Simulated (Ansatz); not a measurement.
Runs of Ansatz 0.2.0 on TaN. It takes space group P6_3/mmc (No. 194, hexagonal). The conventional cell has a = 2.922 Å, b = 2.922 Å, c = 5.917 Å, α = 90.00°, β = 90.00°, γ = 120.00°. Ta (site symmetry -3m) is surrounded by 6 N at 2.24 Å. Around N (site symmetry -6m2) lie 6 Ta at 2.24 Å. The cell comes from a database or a generator and needn't be the stable form of this composition.

```csv
task,level,cell,k mesh,smearing,points for each segment of the path,gap on the mesh (eV),pressure (GPa)
relaxation of cell and atoms,PBE,relaxed,10 × 10 × 5,fermi-dirac 0.05 eV,-,none,0.0
single point,PBE,as given,10 × 10 × 5,gaussian 0.011 eV,-,none,-1.1
phonons,LDA,as given,7 × 7 × 4,fermi-dirac 0.05 eV,-,none,-
band structure,PBE,as given,10 × 10 × 5,fermi-dirac 0.05 eV,14,none,(a)
```

Alike in all rows: potentials or basis Ansatz PAW; no spin polarisation; cutoff (eV) 420.

Task: Estimate the missing entries.

Result: (a) -1.0.

Caveats: the plane-wave basis is chosen anew once the cell has moved, so the energies of steps on either side of that aren't comparable (some runs); the PAW data sets come from PBE, with cores solved anew for the run's functional, which leaves a small shift of forces and pressure (some runs); spin-orbit coupling is left out, which moves the levels of the heavy elements (some runs).

A k mesh can miss the band edges, and the runs leave out spin-orbit coupling on Ta.

A gap of «none» marks a metal or a gap under the smearing width.
